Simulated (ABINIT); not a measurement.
# PbS (Galena) (Fm-3m) in ABINIT: settings compared, part 2 of 2

ABINIT 10.8.3 (patched build).

## Step 4: Band structure, PBE

The input, run.abi:

```
# Datasets: ground state, then fixed potential
ndtset 2

# Pseudopotentials
pp_dirpath "./"
pseudos "Pb.GGA_PBE-JTH.xml, S.GGA_PBE-JTH.xml"

# Structure
acell 7.9258966301 7.9258966301 7.9258966301
rprim
     0.0000000000     0.7071067812     0.7071067812
     0.7071067812     0.0000000000     0.7071067812
     0.7071067812     0.7071067812     0.0000000000
ntypat 2
znucl 82 16
natom 2
typat 1 2
xred
     0.0000000000     0.0000000000     0.0000000000
     0.5000000000     0.5000000000     0.5000000000

# Plane-wave basis
ecut 22.0
pawecutdg 44.0
pawxcdev 0

# Exchange and correlation
ixc 11

# Bands and occupations
occopt 3
tsmear 0.00183747

# SCF cycle
nstep 100

# Output
iomode 3
prtwf 0
prteig 0
prtebands 0
enunit 1
prtden1 1
prtvha1 1
prtvclmb1 1
prtpot1 1

# Dataset 1
kptopt1 1
ngkpt1 8 8 8
nshiftk1 1
shiftk1 0.0 0.0 0.0
nband1 14
tolvrs1 1.0e-9

# Dataset 2: bands along G-X-W-K-G-L-U-W-L-K
iscf2 -2
getden2 1
nband2 20
nbdbuf2 4
tolwfr2 1.0e-11
kptopt2 -9
ndivsm2 6
prteig2 1
prtvol2 -3
kptbounds2
     0.0000000000     0.0000000000     0.0000000000
     0.5000000000     0.0000000000     0.5000000000
     0.5000000000     0.2500000000     0.7500000000
     0.3750000000     0.3750000000     0.7500000000
     0.0000000000     0.0000000000     0.0000000000
     0.5000000000     0.5000000000     0.5000000000
     0.6250000000     0.2500000000     0.6250000000
     0.5000000000     0.2500000000     0.7500000000
     0.5000000000     0.5000000000     0.5000000000
     0.3750000000     0.3750000000     0.7500000000
```

Started as:

```console
abinit run.abi > log 2>&1
```

Wall time 2.1 min (1 thread of Arm Neoverse V1, shared host); peak memory 0.16 GiB.

The run converged. Its results:

| Item | Value |
| --- | --- |
| Free energy | -1947.4385 eV |
| Pressure | 2.3 GPa |
| Band gap on the k mesh | 0.36 eV, direct |
| Band gap along the path | 0.36 eV, direct |
| Valence electrons inside the program's atomic spheres | Pb 11.31; S 3.50 |

Levels at the corners of the path, in eV from the valence-band top:
```csv
point,band 7,band 8,band 9,band 10,band 11,band 12,band 13,band 14
Γ,-6.04,-2.17,-2.17,-2.17,5.21,5.21,5.21,6.72
X,-7.21,-5.20,-3.44,-3.44,3.88,5.57,5.68,5.68
W,-7.95,-4.43,-4.43,-1.02,2.18,4.66,4.66,8.16
K,-7.99,-4.78,-2.94,-2.48,3.33,4.13,5.05,6.23
Γ,-6.04,-2.17,-2.17,-2.17,5.21,5.21,5.21,6.72
L,-8.85,-1.77,-1.77,0.00,0.36,1.96,1.96,8.68
U,-7.99,-4.78,-2.94,-2.48,3.33,4.13,5.05,6.23
W,-7.95,-4.43,-4.43,-1.02,2.18,4.66,4.66,8.16
L,-8.85,-1.77,-1.77,0.00,0.36,1.96,1.96,8.68
K,-7.99,-4.78,-2.94,-2.48,3.33,4.13,5.05,6.23
```

Caveat: spin-orbit coupling is left out, which as a rule narrows the gap of such compounds by several tenths of an eV.

## Step 5: Band structure, PBE, spin-orbit coupling, no magnetisation

run.abi, as its differences from that of step 4:

```diff
@@ -33,2 +33,7 @@
 
+# Spin
+nspinor 2
+nspden 1
+pawspnorb 1
+
 # SCF cycle
@@ -48,3 +53,3 @@
 # Dataset 1
-kptopt1 1
+kptopt1 4
 ngkpt1 8 8 8
@@ -52,3 +57,3 @@
 shiftk1 0.0 0.0 0.0
-nband1 14
+nband1 28
 tolvrs1 1.0e-9
@@ -58,4 +63,4 @@
 getden2 1
-nband2 20
-nbdbuf2 4
+nband2 40
+nbdbuf2 8
 tolwfr2 1.0e-11
```

Potentials or basis: JTH PAW PBE v2.0.

Started as:

```console
abinit run.abi > log 2>&1
```

run.abo:

```text
.Version 10.8.3 of ABINIT
 DATASET    1 : space group F4 3 2 (#209); Bravais cF (face-center cubic)
================================================================================
 Values of the parameters that define the memory need for DATASET  1.
     intxc =       0    ionmov =       0      iscf =      17    lmnmax =      18
     lnmax =       6     mgfft =      36  mpssoang =       3    mqgrid =    3001
     natom =       2  nloc_mem =       2    nspden =       1   nspinor =       2
    nsppol =       1      nsym =      24    n1xccc =       1    ntypat =       2
    occopt =       3   xclevel =       2
       mpw =        1807          nfft =       46656          nkpt =          32
 PAW method is used; the additional fine FFT grid is defined by:
   mgfftf=        48    nfftf =    110592
================================================================================
================================================================================

 DATASET    2 : space group F4 3 2 (#209); Bravais cF (face-center cubic)
================================================================================
 Values of the parameters that define the memory need for DATASET  2.
     intxc =       0    ionmov =       0      iscf =      -2    lmnmax =      18
     lnmax =       6     mgfft =      36  mpssoang =       3    mqgrid =    3001
     natom =       2  nloc_mem =       2    nspden =       1   nspinor =       2
    nsppol =       1      nsym =      24    n1xccc =       1    ntypat =       2
    occopt =       3   xclevel =       2
       mpw =        1807          nfft =       46656          nkpt =         103
 PAW method is used; the additional fine FFT grid is defined by:
   mgfftf=        48    nfftf =    110592
================================================================================
================================================================================

--------------------------------------------------------------------------------
------------- Echo of variables that govern the present computation ------------
--------------------------------------------------------------------------------
 -outvars: echo values of preprocessed input variables --------
            acell      7.9258966301E+00  7.9258966301E+00  7.9258966301E+00 Bohr
[... 1702 lines left out ...]
  12.06007   12.06007   12.78936   12.78936   12.78936   12.78936   12.94001   12.94001
  14.81294   14.81294   15.20314   15.20314   15.20314   15.20314   15.42837   15.42837
 kpt#   2, nband= 40, wtk=  1.00000, kpt=  0.0294  0.0000  0.0294 (reduced coord)
 -12.15242  -12.15242  -12.15240  -12.15240   -9.60593   -9.60593   -9.59431   -9.59431
  -9.59389   -9.59389   -7.51155   -7.51155    0.05116    0.05116    3.64920    3.64920
   3.96686    3.96686    4.01405    4.01405    9.59182    9.59182   11.87202   11.87202
  11.97919   11.97919   12.74089   12.74089   12.86105   12.86105   13.03192   13.03192
  14.92264   14.92264   15.21413   15.21413   15.30451   15.30451   15.59036   15.59036
 kpt#   3, nband= 40, wtk=  1.00000, kpt=  0.0588  0.0000  0.0588 (reduced coord)
 -12.15224  -12.15224  -12.15216  -12.15216   -9.60511   -9.60511   -9.59515   -9.59515
  -9.59332   -9.59332   -7.48206   -7.48206   -0.05202   -0.05202    3.65012    3.65012
   3.93488    3.93488    4.14132    4.14132    9.41794    9.41794   11.46982   11.46982
  11.82035   11.82035   12.54547   12.54547   13.04778   13.04778   13.31298   13.31298
[... 587 lines left out ...]
  10.91910   10.91910   12.94010   12.94010   15.97222   15.97222   16.36011   16.36011
  18.30921   18.30921   19.33045   19.33046   19.88243   19.88244   21.09835   21.11272
 kpt# 102, nband= 40, wtk=  1.00000, kpt=  0.3875  0.3875  0.7250 (reduced coord)
 -12.15853  -12.15853  -12.14316  -12.14316   -9.67140   -9.67140   -9.59570   -9.59570
  -9.55956   -9.55956   -5.89136   -5.89136   -1.93111   -1.93111    1.39108    1.39108
   3.19677    3.19677    3.77886    3.77886    8.86675    8.86675   10.02130   10.02130
  11.09499   11.09499   12.64749   12.64749   16.11230   16.11230   16.71037   16.71037
  18.44692   18.44692   19.18746   19.18746   19.99213   19.99216   20.78234   20.78836
 kpt# 103, nband= 40, wtk=  1.00000, kpt=  0.3750  0.3750  0.7500 (reduced coord)
 -12.15946  -12.15946  -12.14319  -12.14319   -9.67743   -9.67743   -9.59663   -9.59663
  -9.55654   -9.55654   -5.86515   -5.86515   -1.82569   -1.82569    1.25900    1.25900
   3.08700    3.08700    3.61635    3.61635    9.08559    9.08559   10.22203   10.22203
  11.22356   11.22356   12.39787   12.39787   16.30920   16.30920   16.97208   16.97208
  18.62710   18.62710   18.95992   18.95992   20.05143   20.05270   20.55219   20.56756

== END DATASET(S) ==============================================================
================================================================================

 -outvars: echo values of variables after computation  --------
            acell      7.9258966301E+00  7.9258966301E+00  7.9258966301E+00 Bohr
           etotal1    -7.1582775759E+01
            fcart1    -0.0000000000E+00 -0.0000000000E+00 -0.0000000000E+00
                      -0.0000000000E+00 -0.0000000000E+00 -0.0000000000E+00
            rprim      0.0000000000E+00  7.0710678120E-01  7.0710678120E-01
                       7.0710678120E-01  0.0000000000E+00  7.0710678120E-01
                       7.0710678120E-01  7.0710678120E-01  0.0000000000E+00
           strten1    -6.4505748849E-05 -6.4505748849E-05 -6.4505748849E-05
                       0.0000000000E+00  0.0000000000E+00  0.0000000000E+00
           xangst      0.0000000000E+00  0.0000000000E+00  0.0000000000E+00
                       2.9657499981E+00  2.9657499981E+00  2.9657499981E+00
             xred      0.0000000000E+00  0.0000000000E+00  0.0000000000E+00
                       5.0000000000E-01  5.0000000000E-01  5.0000000000E-01
 Calculation completed.
```

Run time: 9.9 min. Hardware: 1 thread of Arm Neoverse V1, shared host; peak memory 0.32 GiB.

Results:

- Free energy: -1947.8666 eV
- Pressure: 1.9 GPa
- Band gap on the k mesh: 0.02 eV, direct
- Band gap along the path: 0.02 eV, direct
- Valence electrons inside the program's atomic spheres: Pb 11.33; S 3.50

Levels at the corners of the path, in eV from the valence-band top:
```
point  band 17  band 18  band 19  band 20  band 21  band 22  band 23  band 24
    Γ    -2.09    -2.09    -2.09    -2.09     3.58     3.58     5.99     5.99
    X    -3.61    -3.61    -3.31    -3.31     3.94     3.94     4.57     4.57
    W    -4.30    -4.30    -1.02    -1.02     1.98     1.98     4.56     4.56
    K    -2.98    -2.98    -2.46    -2.46     3.01     3.01     4.15     4.15
    Γ    -2.09    -2.09    -2.09    -2.09     3.58     3.58     5.99     5.99
    L    -1.77    -1.77     0.00     0.00     0.02     0.02     1.63     1.63
    U    -2.98    -2.98    -2.46    -2.46     3.01     3.01     4.15     4.15
    W    -4.30    -4.30    -1.02    -1.02     1.98     1.98     4.56     4.56
    L    -1.77    -1.77     0.00     0.00     0.02     0.02     1.63     1.63
    K    -2.98    -2.98    -2.46    -2.46     3.01     3.01     4.15     4.15
```

## Step 6: The runs side by side

| task | level | spin | gap on the mesh (eV) | pressure (GPa) | V0 of scaled cells (Å³/atom) | B0 (GPa) |
| --- | --- | --- | --- | --- | --- | --- |
| equation of state | PBE+D3 | off | - | - | 26.65 | 52 |
| equation of state | PBE+D3(BJ) | off | - | - | 26.14 | 57 |
| band structure | PBE | off | 0.36 | 2.3 | - | - |
| band structure | PBE | SOC, no magnetisation | 0.02 | 1.9 | - | - |

Alike in all rows: potentials or basis JTH PAW PBE v2.0; cell as given; k mesh 8 × 8 × 8; cutoff (eV) 599; smearing fermi-dirac 0.05 eV.

Caveats: pressures at fixed basis lie under the slope of the energies (some runs); spin-orbit coupling is left out, which as a rule narrows the gap of such compounds by several tenths of an eV (some runs).

Absolute energies hang on the potentials; compare differences alone.
